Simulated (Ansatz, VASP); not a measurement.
**One calculation of Tl, two programs**

```
Tl
1.0
    -1.46576    1.46576    1.46576
     1.46576   -1.46576    1.46576
     1.46576    1.46576   -1.46576
Tl
1
Direct
  0.00000 0.00000 0.00000
```

Change from the starting cell: volume scaled by 0.4, PAW files.

Alike in both runs: task single point; functional PBE; k mesh 15 × 15 × 15; occupations fermi-dirac, width 0.08 eV; no spin polarisation.

```csv
,VASP,Ansatz
version,VASP 6.6.1,Ansatz 0.2.0
potentials or method,"VASP PAW PBE potentials, release 64 (Tl_d)","PAW with Ansatz's default frozen-core files, scalar-relativistic"
plane-wave cutoff (eV),520,420
valence electrons in the cell,13,13
```

VASP gave:

```
pressure (GPa) : 296.3
```

**Question.** What did Ansatz give for the same quantities?

**Answer.** Pressure (GPa): 295.7.

Caveats: the cell as given lies far from equilibrium; so large a pressure means that the cell lies far from this level's equilibrium, or that cutoff or potentials fall short (VASP). The runs have no spin-orbit coupling, so splittings on Tl are missing.
